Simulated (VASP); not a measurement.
Write the native input for VASP 6.6.1 that does the following.

```
Task                               : band structure
Functional                         : HSE06
Potentials or basis                : VASP PAW PBE potentials, release 64 (Mg, O)
Cutoff                             : 520 eV
k mesh                             : 10 × 10 × 10
Occupations                        : gaussian, width 0.03 eV
Spin                               : no spin polarisation
Grid for exact exchange (PRECFOCK) : Fast
Screening parameter                : 0.2 1/A
Further INCAR settings             : ALGO = Normal; EDIFF = 1e-07
```

MgO (Periclase):

```
Mg O
1.0
     0.00000    2.10392    2.10392
     2.10392    0.00000    2.10392
     2.10392    2.10392    0.00000
Mg O
1 1
Direct
  0.00000 0.00000 0.00000
  0.50000 0.50000 0.50000
```

One way to write it, as run:

POSCAR

```
MgO                                     
1.0
    0.0000000000      2.1039232589      2.1039232589
    2.1039232589      0.0000000000      2.1039232589
    2.1039232589      2.1039232589      0.0000000000
  Mg              O             
     1     1
Direct
     0.0000000000000000    0.0000000000000000    0.0000000000000000
     0.5000000000000000    0.5000000000000000    0.5000000000000000
```

INCAR.step1

```
  ALGO = Normal
  EDIFF = 1E-5
  ENCUT = 520
  GGA = PE
  ISIF = 2
  ISMEAR = 0
  KPAR = 8
  LASPH = T
  LCHARG = F
  LREAL = F
  LWAVE = T
  NELM = 80
  PREC = Accurate
  SIGMA = 0.03
```

INCAR.step2

```
  ALGO = Normal
  EDIFF = 1E-7
  ENCUT = 520
  GGA = PE
  HFSCREEN = 0.2
  ISIF = 2
  ISMEAR = 0
  ISTART = 1
  KPAR = 8
  LASPH = T
  LCHARG = F
  LHFCALC = T
  LREAL = F
  LWAVE = F
  NELM = 80
  PREC = Accurate
  PRECFOCK = Fast
  SIGMA = 0.03
```

KPOINTS

```
k-points
0
Gamma
  10 10 10
```

KPOINTS_OPT

```
explicit points
6
Reciprocal
 0.0000000000  0.0000000000  0.0000000000 1
 0.3750000000  0.3750000000  0.7500000000 1
 0.5000000000  0.5000000000  0.5000000000 1
 0.6250000000  0.2500000000  0.6250000000 1
 0.5000000000  0.2500000000  0.7500000000 1
 0.5000000000  0.0000000000  0.5000000000 1
```

Potentials or basis: VASP PAW PBE potentials, release 64 (Mg, O).

The run is started by

```bash
$ cat potpaw_PBE.64/Mg/POTCAR potpaw_PBE.64/O/POTCAR > POTCAR
$ cp INCAR.step1 INCAR
$ mpirun -np 8 vasp_std > vasp.out
$ cp INCAR.step2 INCAR
$ mpirun -np 8 vasp_std > vasp.out
```

It gave:

- Pressure: -1.1 GPa
- Band gap on the k mesh: 6.49 eV, direct
- Band gap along the path: 6.49 eV, direct

Caveat: the PAW data sets were made with another functional, which shifts forces and pressure a little.

Wall time 7.3 min on 8 MPI ranks on Intel(R) Xeon(R) Platinum 8488C (Sapphire Rapids), with other jobs on the host, peak memory 0.3 GiB a rank.
